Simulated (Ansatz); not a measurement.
TePb, DFT, LDA, PAW with Ansatz's default frozen-core files, scalar-relativistic (Ansatz 0.2.0), run on 1 thread of Arm Neoverse V1 on a shared host.

The cell is COD entry 9008696, as deposited and not checked against the literature; nothing was relaxed.

Command: `ansatz run input.yaml --threads 1 --pin off --max-ram 2048MiB --backend cpu --events-out ev --progress --plain --runs-dir out`

```yaml
crystal:
  lattice:
    - [0.0, 3.227, 3.227]
    - [3.227, 0.0, 3.227]
    - [3.227, 3.227, 0.0]
  atoms:
    - { symbol: Te, position: [0.5, 0.5, 0.5] }
    - { symbol: Pb, position: [0.0, 0.0, 0.0] }
kpoints:
  mp_grid: { grid: [10, 10, 10] }
  band_path:
    path:
      - [0.0, 0.0, 0.0]
      - [0.5, 0.0, 0.5]
      - [0.625, 0.25, 0.625]
      - [0.375, 0.375, 0.75]
      - [0.0, 0.0, 0.0]
      - [0.5, 0.5, 0.5]
      - [0.5, 0.25, 0.75]
      - [0.5, 0.0, 0.5]
    npoints: 5
scf:
  occupations: { method: fermi_dirac, width: 0.03 }
hamiltonian:
  xc: lda
  pseudopotentials: { kind: paw }
output:
  forces: true
  stress: true
  eigenvalues: true
  efg: { contact_densities: true }
```

How large is the problem that the program sets up?

47 irreducible k-points, 1363 plane waves at Γ, 19 bands.

About how long does it take, and how much memory does it use?

8 s of wall time for 6 SCF iterations, with a peak of 0.42 GiB. Times on shared machines scatter by tens of per cent.

And the same cell and mesh by full-potential LAPW, asked for forces, stress, eigenvalues and the same band path, on the same hardware?

25 s, peak memory 0.38 GiB.
